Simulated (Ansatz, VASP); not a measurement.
**W in VASP and in Ansatz**

INCAR

```
SYSTEM = W
AGGAC = 1.0 ; AGGAX = 1.0
ALDAC = 0.0 ; ALDAX = 1.0
ALGO = Normal ; EDIFF = 1E-6
ENCUT = 520 ; GGA = B5
ISIF = 2 ; ISMEAR = -1
LASPH = .True. ; LCHARG = .False.
LMAXMIX = 4 ; LREAL = .False.
LWAVE = .False. ; NBANDS = 13
NELM = 100 ; PREC = Accurate
SIGMA = 0.05
```

The input KPOINTS:

```
k-points
0
Gamma
  12 12 12
  0 0 0
```

The input POSCAR:

```
W
1.0
   -1.5823450000      1.5823450000      1.5823450000
    1.5823450000     -1.5823450000      1.5823450000
    1.5823450000      1.5823450000     -1.5823450000
W
1
Direct
    0.0000000000      0.0000000000      0.0000000000
```

The input KPOINTS_OPT:

```
path GHNGPH,PN
15
line-mode
reciprocal
 0.0000000000  0.0000000000  0.0000000000  G
 0.5000000000 -0.5000000000  0.5000000000  H

 0.5000000000 -0.5000000000  0.5000000000  H
 0.0000000000  0.0000000000  0.5000000000  N

 0.0000000000  0.0000000000  0.5000000000  N
 0.0000000000  0.0000000000  0.0000000000  G

 0.0000000000  0.0000000000  0.0000000000  G
 0.2500000000  0.2500000000  0.2500000000  P

 0.2500000000  0.2500000000  0.2500000000  P
 0.5000000000 -0.5000000000  0.5000000000  H

 0.2500000000  0.2500000000  0.2500000000  P
 0.0000000000  0.0000000000  0.5000000000  N
```

The input input.yaml:

```yaml
crystal:
  lattice:
    - [-1.582345, 1.582345, 1.582345]
    - [1.582345, -1.582345, 1.582345]
    - [1.582345, 1.582345, -1.582345]
  atoms:
    - { symbol: W, position: [0.0, 0.0, 0.0] }
hamiltonian:
  xc: blyp
  pseudopotentials: { kind: paw }
kpoints:
  mp_grid: { grid: [12, 12, 12] }
  band_path:
    path:
      - [[0.0, 0.0, 0.0], [0.5, -0.5, 0.5], [0.0, 0.0, 0.5], [0.0, 0.0, 0.0], [0.25, 0.25, 0.25], [0.5, -0.5, 0.5]]
      - [[0.25, 0.25, 0.25], [0.0, 0.0, 0.5]]
    npoints: 14
scf:
  occupations: { method: fermi_dirac, width: 0.05 }
  n_extra_bands: 6
output:
  forces: true
  stress: true
  eigenvalues: true
  fatbands: false
```

Alike in both runs: task band structure; functional BLYP; k mesh 12 × 12 × 12; occupations fermi-dirac, width 0.05 eV; no spin polarisation.

|  | VASP | Ansatz |
| --- | --- | --- |
| version | VASP 6.6.1 | Ansatz 0.2.0 |
| potentials or method | VASP PAW PBE potentials, release 64 (W_sv) | Ansatz PAW |
| plane-wave cutoff (eV) | 520 | 420 |
| valence electrons in the cell | 14 | 14 |

Ansatz gave:

- gap on the k mesh at the Fermi level (eV): none
- pressure (GPa): 15.5

Problem. What did VASP give for the same quantities?

Solution. gap on the k mesh at the Fermi level (eV): none; pressure (GPa): 17.4.

A gap of «none» marks a metal or a gap that the smearing closes. The functional is the same, so the differences come from potentials, cutoffs and numerics.

Caveats: so large a pressure means that the cell lies far from this level's equilibrium, or that cutoff or potentials fall short; spin-orbit coupling is left out, which moves the levels of the heavy elements; the potentials were made for another functional, which shifts forces and pressure (VASP); the PAW data sets come from PBE, with cores solved anew for the run's functional, which leaves a small shift of forces and pressure (Ansatz).
